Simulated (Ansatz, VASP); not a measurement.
# GaSb in two plane-wave programs, part 2 of 5

Wanted: the spread between two codes on one cell, functional and k mesh. The structure shown is the start of the Ansatz relaxation below; VASP solves that cell, so the two are compared at the walk's first step.

VASP 6.6.1 and Ansatz 0.2.0.

So far: The starting structure; Ansatz: relaxation, PBEsol.

**3. VASP: single point, PBEsol, start cell, pair 1**

Level of this step: PBEsol; plane waves and PAW (Ga_d, Sb) (VASP).

The same cell, functional, mesh and smearing now go to VASP, with its own data sets.

Lines of VASP's logs that name or quote its potential files are left out, and so is its time.

The input, INCAR:

```
SYSTEM = GaSb
PREC = Accurate
ENCUT = 400
EDIFF = 1E-06
NELM = 120
ISMEAR = 0
SIGMA = 0.015
LREAL = .FALSE.
ALGO = Normal
GGA = PS
NBANDS = 15
LORBIT = 11
LWAVE = .FALSE.
LCHARG = .FALSE.
ISIF = 2
ISYM = 2
LASPH = .TRUE.
GGA_COMPAT = .FALSE.
EFERMI = MIDGAP
KPAR = 2
```

The input, POSCAR:

```
GaSb
1.0
   -0.0628040000      2.9963630000      3.0953880000
    2.9963630000     -0.0628040000      3.0953880000
    2.9335590000      2.9335590000      0.0000000000
Ga Sb
1 1
Direct
    0.0023370253      0.0023370253      0.9976871774
    0.7476629747      0.7476629747      0.7523129930
```

The input, KPOINTS:

```
Points of the shifted mesh
1728
Reciprocal
 0.0416666667  0.0416666667  0.0416666667 1
 0.0416666667  0.0416666667  0.1250000000 1
 0.0416666667  0.0416666667  0.2083333333 1
 0.0416666667  0.0416666667  0.2916666667 1
 0.0416666667  0.0416666667  0.3750000000 1
 0.0416666667  0.0416666667  0.4583333333 1
 0.0416666667  0.0416666667  0.5416666667 1
 0.0416666667  0.0416666667  0.6250000000 1
 0.0416666667  0.0416666667  0.7083333333 1
 0.0416666667  0.0416666667  0.7916666667 1
 0.0416666667  0.0416666667  0.8750000000 1
 0.0416666667  0.0416666667  0.9583333333 1
 0.0416666667  0.1250000000  0.0416666667 1
 0.0416666667  0.1250000000  0.1250000000 1
 0.0416666667  0.1250000000  0.2083333333 1
 0.0416666667  0.1250000000  0.2916666667 1
 0.0416666667  0.1250000000  0.3750000000 1
 0.0416666667  0.1250000000  0.4583333333 1
 0.0416666667  0.1250000000  0.5416666667 1
 0.0416666667  0.1250000000  0.6250000000 1
 0.0416666667  0.1250000000  0.7083333333 1
 0.0416666667  0.1250000000  0.7916666667 1
 0.0416666667  0.1250000000  0.8750000000 1
 0.0416666667  0.1250000000  0.9583333333 1
 0.0416666667  0.2083333333  0.0416666667 1
 0.0416666667  0.2083333333  0.1250000000 1
 0.0416666667  0.2083333333  0.2083333333 1
 0.0416666667  0.2083333333  0.2916666667 1
 0.0416666667  0.2083333333  0.3750000000 1
 0.0416666667  0.2083333333  0.4583333333 1
 0.0416666667  0.2083333333  0.5416666667 1
 0.0416666667  0.2083333333  0.6250000000 1
 0.0416666667  0.2083333333  0.7083333333 1
 0.0416666667  0.2083333333  0.7916666667 1
 0.0416666667  0.2083333333  0.8750000000 1
 0.0416666667  0.2083333333  0.9583333333 1
 0.0416666667  0.2916666667  0.0416666667 1
 0.0416666667  0.2916666667  0.1250000000 1
 0.0416666667  0.2916666667  0.2083333333 1
 0.0416666667  0.2916666667  0.2916666667 1
 0.0416666667  0.2916666667  0.3750000000 1
 0.0416666667  0.2916666667  0.4583333333 1
 0.0416666667  0.2916666667  0.5416666667 1
 0.0416666667  0.2916666667  0.6250000000 1
 0.0416666667  0.2916666667  0.7083333333 1
 0.0416666667  0.2916666667  0.7916666667 1
 0.0416666667  0.2916666667  0.8750000000 1
 0.0416666667  0.2916666667  0.9583333333 1
 0.0416666667  0.3750000000  0.0416666667 1
 0.0416666667  0.3750000000  0.1250000000 1
 0.0416666667  0.3750000000  0.2083333333 1
 0.0416666667  0.3750000000  0.2916666667 1
 0.0416666667  0.3750000000  0.3750000000 1
 0.0416666667  0.3750000000  0.4583333333 1
 0.0416666667  0.3750000000  0.5416666667 1
 0.0416666667  0.3750000000  0.6250000000 1
 0.0416666667  0.3750000000  0.7083333333 1
 0.0416666667  0.3750000000  0.7916666667 1
 0.0416666667  0.3750000000  0.8750000000 1
 0.0416666667  0.3750000000  0.9583333333 1
 0.0416666667  0.4583333333  0.0416666667 1
 0.0416666667  0.4583333333  0.1250000000 1
 0.0416666667  0.4583333333  0.2083333333 1
 0.0416666667  0.4583333333  0.2916666667 1
 0.0416666667  0.4583333333  0.3750000000 1
 0.0416666667  0.4583333333  0.4583333333 1
 0.0416666667  0.4583333333  0.5416666667 1
 0.0416666667  0.4583333333  0.6250000000 1
 0.0416666667  0.4583333333  0.7083333333 1
 0.0416666667  0.4583333333  0.7916666667 1
 0.0416666667  0.4583333333  0.8750000000 1
 0.0416666667  0.4583333333  0.9583333333 1
 0.0416666667  0.5416666667  0.0416666667 1
 0.0416666667  0.5416666667  0.1250000000 1
 0.0416666667  0.5416666667  0.2083333333 1
 0.0416666667  0.5416666667  0.2916666667 1
 0.0416666667  0.5416666667  0.3750000000 1
 0.0416666667  0.5416666667  0.4583333333 1
 0.0416666667  0.5416666667  0.5416666667 1
 0.0416666667  0.5416666667  0.6250000000 1
 0.0416666667  0.5416666667  0.7083333333 1
 0.0416666667  0.5416666667  0.7916666667 1
 0.0416666667  0.5416666667  0.8750000000 1
 0.0416666667  0.5416666667  0.9583333333 1
 0.0416666667  0.6250000000  0.0416666667 1
 0.0416666667  0.6250000000  0.1250000000 1
 0.0416666667  0.6250000000  0.2083333333 1
 0.0416666667  0.6250000000  0.2916666667 1
 0.0416666667  0.6250000000  0.3750000000 1
 0.0416666667  0.6250000000  0.4583333333 1
 0.0416666667  0.6250000000  0.5416666667 1
 0.0416666667  0.6250000000  0.6250000000 1
 0.0416666667  0.6250000000  0.7083333333 1
 0.0416666667  0.6250000000  0.7916666667 1
 0.0416666667  0.6250000000  0.8750000000 1
 0.0416666667  0.6250000000  0.9583333333 1
 0.0416666667  0.7083333333  0.0416666667 1
 0.0416666667  0.7083333333  0.1250000000 1
 0.0416666667  0.7083333333  0.2083333333 1
 0.0416666667  0.7083333333  0.2916666667 1
 0.0416666667  0.7083333333  0.3750000000 1
 0.0416666667  0.7083333333  0.4583333333 1
 0.0416666667  0.7083333333  0.5416666667 1
 0.0416666667  0.7083333333  0.6250000000 1
 0.0416666667  0.7083333333  0.7083333333 1
 0.0416666667  0.7083333333  0.7916666667 1
 0.0416666667  0.7083333333  0.8750000000 1
 0.0416666667  0.7083333333  0.9583333333 1
 0.0416666667  0.7916666667  0.0416666667 1
 0.0416666667  0.7916666667  0.1250000000 1
 0.0416666667  0.7916666667  0.2083333333 1
 0.0416666667  0.7916666667  0.2916666667 1
[... 1390 lines left out ...]
 0.8750000000  0.4583333333  0.1250000000 1
 0.8750000000  0.4583333333  0.2083333333 1
 0.8750000000  0.4583333333  0.2916666667 1
 0.8750000000  0.4583333333  0.3750000000 1
 0.8750000000  0.4583333333  0.4583333333 1
 0.8750000000  0.4583333333  0.5416666667 1
 0.8750000000  0.4583333333  0.6250000000 1
 0.8750000000  0.4583333333  0.7083333333 1
 0.8750000000  0.4583333333  0.7916666667 1
 0.8750000000  0.4583333333  0.8750000000 1
 0.8750000000  0.4583333333  0.9583333333 1
 0.8750000000  0.5416666667  0.0416666667 1
 0.8750000000  0.5416666667  0.1250000000 1
 0.8750000000  0.5416666667  0.2083333333 1
 0.8750000000  0.5416666667  0.2916666667 1
 0.8750000000  0.5416666667  0.3750000000 1
 0.8750000000  0.5416666667  0.4583333333 1
 0.8750000000  0.5416666667  0.5416666667 1
 0.8750000000  0.5416666667  0.6250000000 1
 0.8750000000  0.5416666667  0.7083333333 1
 0.8750000000  0.5416666667  0.7916666667 1
 0.8750000000  0.5416666667  0.8750000000 1
 0.8750000000  0.5416666667  0.9583333333 1
 0.8750000000  0.6250000000  0.0416666667 1
 0.8750000000  0.6250000000  0.1250000000 1
 0.8750000000  0.6250000000  0.2083333333 1
 0.8750000000  0.6250000000  0.2916666667 1
 0.8750000000  0.6250000000  0.3750000000 1
 0.8750000000  0.6250000000  0.4583333333 1
 0.8750000000  0.6250000000  0.5416666667 1
 0.8750000000  0.6250000000  0.6250000000 1
 0.8750000000  0.6250000000  0.7083333333 1
 0.8750000000  0.6250000000  0.7916666667 1
 0.8750000000  0.6250000000  0.8750000000 1
 0.8750000000  0.6250000000  0.9583333333 1
 0.8750000000  0.7083333333  0.0416666667 1
 0.8750000000  0.7083333333  0.1250000000 1
 0.8750000000  0.7083333333  0.2083333333 1
 0.8750000000  0.7083333333  0.2916666667 1
 0.8750000000  0.7083333333  0.3750000000 1
 0.8750000000  0.7083333333  0.4583333333 1
 0.8750000000  0.7083333333  0.5416666667 1
 0.8750000000  0.7083333333  0.6250000000 1
 0.8750000000  0.7083333333  0.7083333333 1
 0.8750000000  0.7083333333  0.7916666667 1
 0.8750000000  0.7083333333  0.8750000000 1
 0.8750000000  0.7083333333  0.9583333333 1
 0.8750000000  0.7916666667  0.0416666667 1
 0.8750000000  0.7916666667  0.1250000000 1
 0.8750000000  0.7916666667  0.2083333333 1
 0.8750000000  0.7916666667  0.2916666667 1
 0.8750000000  0.7916666667  0.3750000000 1
 0.8750000000  0.7916666667  0.4583333333 1
 0.8750000000  0.7916666667  0.5416666667 1
 0.8750000000  0.7916666667  0.6250000000 1
 0.8750000000  0.7916666667  0.7083333333 1
 0.8750000000  0.7916666667  0.7916666667 1
 0.8750000000  0.7916666667  0.8750000000 1
 0.8750000000  0.7916666667  0.9583333333 1
 0.8750000000  0.8750000000  0.0416666667 1
 0.8750000000  0.8750000000  0.1250000000 1
 0.8750000000  0.8750000000  0.2083333333 1
 0.8750000000  0.8750000000  0.2916666667 1
 0.8750000000  0.8750000000  0.3750000000 1
 0.8750000000  0.8750000000  0.4583333333 1
 0.8750000000  0.8750000000  0.5416666667 1
 0.8750000000  0.8750000000  0.6250000000 1
 0.8750000000  0.8750000000  0.7083333333 1
 0.8750000000  0.8750000000  0.7916666667 1
 0.8750000000  0.8750000000  0.8750000000 1
 0.8750000000  0.8750000000  0.9583333333 1
 0.8750000000  0.9583333333  0.0416666667 1
 0.8750000000  0.9583333333  0.1250000000 1
 0.8750000000  0.9583333333  0.2083333333 1
 0.8750000000  0.9583333333  0.2916666667 1
 0.8750000000  0.9583333333  0.3750000000 1
 0.8750000000  0.9583333333  0.4583333333 1
 0.8750000000  0.9583333333  0.5416666667 1
 0.8750000000  0.9583333333  0.6250000000 1
 0.8750000000  0.9583333333  0.7083333333 1
 0.8750000000  0.9583333333  0.7916666667 1
 0.8750000000  0.9583333333  0.8750000000 1
 0.8750000000  0.9583333333  0.9583333333 1
 0.9583333333  0.0416666667  0.0416666667 1
 0.9583333333  0.0416666667  0.1250000000 1
 0.9583333333  0.0416666667  0.2083333333 1
 0.9583333333  0.0416666667  0.2916666667 1
 0.9583333333  0.0416666667  0.3750000000 1
 0.9583333333  0.0416666667  0.4583333333 1
 0.9583333333  0.0416666667  0.5416666667 1
 0.9583333333  0.0416666667  0.6250000000 1
 0.9583333333  0.0416666667  0.7083333333 1
 0.9583333333  0.0416666667  0.7916666667 1
 0.9583333333  0.0416666667  0.8750000000 1
 0.9583333333  0.0416666667  0.9583333333 1
 0.9583333333  0.1250000000  0.0416666667 1
 0.9583333333  0.1250000000  0.1250000000 1
 0.9583333333  0.1250000000  0.2083333333 1
 0.9583333333  0.1250000000  0.2916666667 1
 0.9583333333  0.1250000000  0.3750000000 1
 0.9583333333  0.1250000000  0.4583333333 1
 0.9583333333  0.1250000000  0.5416666667 1
 0.9583333333  0.1250000000  0.6250000000 1
 0.9583333333  0.1250000000  0.7083333333 1
 0.9583333333  0.1250000000  0.7916666667 1
 0.9583333333  0.1250000000  0.8750000000 1
 0.9583333333  0.1250000000  0.9583333333 1
 0.9583333333  0.2083333333  0.0416666667 1
 0.9583333333  0.2083333333  0.1250000000 1
 0.9583333333  0.2083333333  0.2083333333 1
 0.9583333333  0.2083333333  0.2916666667 1
 0.9583333333  0.2083333333  0.3750000000 1
 0.9583333333  0.2083333333  0.4583333333 1
 0.9583333333  0.2083333333  0.5416666667 1
 0.9583333333  0.2083333333  0.6250000000 1
 0.9583333333  0.2083333333  0.7083333333 1
 0.9583333333  0.2083333333  0.7916666667 1
 0.9583333333  0.2083333333  0.8750000000 1
 0.9583333333  0.2083333333  0.9583333333 1
 0.9583333333  0.2916666667  0.0416666667 1
 0.9583333333  0.2916666667  0.1250000000 1
 0.9583333333  0.2916666667  0.2083333333 1
 0.9583333333  0.2916666667  0.2916666667 1
 0.9583333333  0.2916666667  0.3750000000 1
 0.9583333333  0.2916666667  0.4583333333 1
 0.9583333333  0.2916666667  0.5416666667 1
 0.9583333333  0.2916666667  0.6250000000 1
 0.9583333333  0.2916666667  0.7083333333 1
 0.9583333333  0.2916666667  0.7916666667 1
 0.9583333333  0.2916666667  0.8750000000 1
 0.9583333333  0.2916666667  0.9583333333 1
 0.9583333333  0.3750000000  0.0416666667 1
 0.9583333333  0.3750000000  0.1250000000 1
 0.9583333333  0.3750000000  0.2083333333 1
 0.9583333333  0.3750000000  0.2916666667 1
 0.9583333333  0.3750000000  0.3750000000 1
 0.9583333333  0.3750000000  0.4583333333 1
 0.9583333333  0.3750000000  0.5416666667 1
 0.9583333333  0.3750000000  0.6250000000 1
 0.9583333333  0.3750000000  0.7083333333 1
 0.9583333333  0.3750000000  0.7916666667 1
 0.9583333333  0.3750000000  0.8750000000 1
 0.9583333333  0.3750000000  0.9583333333 1
 0.9583333333  0.4583333333  0.0416666667 1
 0.9583333333  0.4583333333  0.1250000000 1
 0.9583333333  0.4583333333  0.2083333333 1
 0.9583333333  0.4583333333  0.2916666667 1
 0.9583333333  0.4583333333  0.3750000000 1
 0.9583333333  0.4583333333  0.4583333333 1
 0.9583333333  0.4583333333  0.5416666667 1
 0.9583333333  0.4583333333  0.6250000000 1
 0.9583333333  0.4583333333  0.7083333333 1
 0.9583333333  0.4583333333  0.7916666667 1
 0.9583333333  0.4583333333  0.8750000000 1
 0.9583333333  0.4583333333  0.9583333333 1
 0.9583333333  0.5416666667  0.0416666667 1
 0.9583333333  0.5416666667  0.1250000000 1
 0.9583333333  0.5416666667  0.2083333333 1
 0.9583333333  0.5416666667  0.2916666667 1
 0.9583333333  0.5416666667  0.3750000000 1
 0.9583333333  0.5416666667  0.4583333333 1
 0.9583333333  0.5416666667  0.5416666667 1
 0.9583333333  0.5416666667  0.6250000000 1
 0.9583333333  0.5416666667  0.7083333333 1
 0.9583333333  0.5416666667  0.7916666667 1
 0.9583333333  0.5416666667  0.8750000000 1
 0.9583333333  0.5416666667  0.9583333333 1
 0.9583333333  0.6250000000  0.0416666667 1
 0.9583333333  0.6250000000  0.1250000000 1
 0.9583333333  0.6250000000  0.2083333333 1
 0.9583333333  0.6250000000  0.2916666667 1
 0.9583333333  0.6250000000  0.3750000000 1
 0.9583333333  0.6250000000  0.4583333333 1
 0.9583333333  0.6250000000  0.5416666667 1
 0.9583333333  0.6250000000  0.6250000000 1
 0.9583333333  0.6250000000  0.7083333333 1
 0.9583333333  0.6250000000  0.7916666667 1
 0.9583333333  0.6250000000  0.8750000000 1
 0.9583333333  0.6250000000  0.9583333333 1
 0.9583333333  0.7083333333  0.0416666667 1
 0.9583333333  0.7083333333  0.1250000000 1
 0.9583333333  0.7083333333  0.2083333333 1
 0.9583333333  0.7083333333  0.2916666667 1
 0.9583333333  0.7083333333  0.3750000000 1
 0.9583333333  0.7083333333  0.4583333333 1
 0.9583333333  0.7083333333  0.5416666667 1
 0.9583333333  0.7083333333  0.6250000000 1
 0.9583333333  0.7083333333  0.7083333333 1
 0.9583333333  0.7083333333  0.7916666667 1
 0.9583333333  0.7083333333  0.8750000000 1
 0.9583333333  0.7083333333  0.9583333333 1
 0.9583333333  0.7916666667  0.0416666667 1
 0.9583333333  0.7916666667  0.1250000000 1
 0.9583333333  0.7916666667  0.2083333333 1
 0.9583333333  0.7916666667  0.2916666667 1
 0.9583333333  0.7916666667  0.3750000000 1
 0.9583333333  0.7916666667  0.4583333333 1
 0.9583333333  0.7916666667  0.5416666667 1
 0.9583333333  0.7916666667  0.6250000000 1
 0.9583333333  0.7916666667  0.7083333333 1
 0.9583333333  0.7916666667  0.7916666667 1
 0.9583333333  0.7916666667  0.8750000000 1
 0.9583333333  0.7916666667  0.9583333333 1
 0.9583333333  0.8750000000  0.0416666667 1
 0.9583333333  0.8750000000  0.1250000000 1
 0.9583333333  0.8750000000  0.2083333333 1
 0.9583333333  0.8750000000  0.2916666667 1
 0.9583333333  0.8750000000  0.3750000000 1
 0.9583333333  0.8750000000  0.4583333333 1
 0.9583333333  0.8750000000  0.5416666667 1
 0.9583333333  0.8750000000  0.6250000000 1
 0.9583333333  0.8750000000  0.7083333333 1
 0.9583333333  0.8750000000  0.7916666667 1
 0.9583333333  0.8750000000  0.8750000000 1
 0.9583333333  0.8750000000  0.9583333333 1
 0.9583333333  0.9583333333  0.0416666667 1
 0.9583333333  0.9583333333  0.1250000000 1
 0.9583333333  0.9583333333  0.2083333333 1
 0.9583333333  0.9583333333  0.2916666667 1
 0.9583333333  0.9583333333  0.3750000000 1
 0.9583333333  0.9583333333  0.4583333333 1
 0.9583333333  0.9583333333  0.5416666667 1
 0.9583333333  0.9583333333  0.6250000000 1
 0.9583333333  0.9583333333  0.7083333333 1
 0.9583333333  0.9583333333  0.7916666667 1
 0.9583333333  0.9583333333  0.8750000000 1
 0.9583333333  0.9583333333  0.9583333333 1
```

PAW data sets: Ga_d and Sb (PBE family, release 64).

On the command line:

```sh
$ mpirun -np 2 vasp_std
```

Output:

```text
[banner, memory and clock lines left out]
running    2 mpi-ranks, on    1 nodes
 distrk:  each k-point on    1 cores,    2 groups
 distr:  one band on    1 cores,    1 groups

 POSCAR found type information on POSCAR GaSb
 POSCAR found :  2 types and       2 ions
|                                                                             |
|               ----> ADVICE to this user running VASP <----                  |
|                                                                             |
|     You enforced a specific xc type in the INCAR file but a different       |
|     [... a line on the potential file left out ...]
|     I HOPE YOU KNOW WHAT YOU ARE DOING!                                     |
|                                                                             |

 LDA part: xc-table for (Slater+PW92), standard interpolation
 POSCAR, INCAR and KPOINTS ok, starting setup
 FFT: planning ... GRIDC
 FFT: planning ... GRID_SOFT
 FFT: planning ... GRID
 WAVECAR not read
 entering main loop
       N       E                     dE             d eps       ncg     rms          rms(c)
DAV:   1     0.729229671147E+02    0.72923E+02   -0.76784E+03 52595   0.128E+03
DAV:   2    -0.281217265951E+01   -0.75735E+02   -0.73190E+02 60212   0.269E+02
DAV:   3    -0.814315253128E+01   -0.53310E+01   -0.53136E+01 62067   0.624E+01
DAV:   4    -0.823283241648E+01   -0.89680E-01   -0.89666E-01 64747   0.921E+00
DAV:   5    -0.823501437737E+01   -0.21820E-02   -0.21819E-02 66645   0.124E+00    0.325E+00
DAV:   6    -0.815553602025E+01    0.79478E-01   -0.89574E-02 68234   0.533E+00    0.191E+00
DAV:   7    -0.812742694606E+01    0.28109E-01   -0.49481E-02 64187   0.206E+00    0.371E-01
DAV:   8    -0.812750071946E+01   -0.73773E-04   -0.52994E-03 67421   0.905E-01    0.113E-01
DAV:   9    -0.812776236830E+01   -0.26165E-03   -0.47555E-04 58345   0.177E-01    0.380E-02
DAV:  10    -0.812775539984E+01    0.69685E-05   -0.24184E-05 68512   0.416E-02    0.106E-02
DAV:  11    -0.812776525455E+01   -0.98547E-05   -0.12314E-05 58581   0.240E-02    0.460E-03
DAV:  12    -0.812776536917E+01   -0.11462E-06   -0.41892E-07 53983   0.575E-03
   1 F= -.81277654E+01 E0= -.81277654E+01  d E =-.595944E-33
```

(Part 2 of 5 ends here.)

[Lines on the potential files, build, host, timing and source positions are cut from VASP's logs without a mark.]

[Logs are printed without paths, hosts, clocks, repeated set-up lines and the standing remarks that a program may print on its own settings, such as how far it seeks lower states.]

[Hosts, paths, dates, database ids (printed as entryN), source tags and the programs' standing remarks are cut or masked in the printed files.]
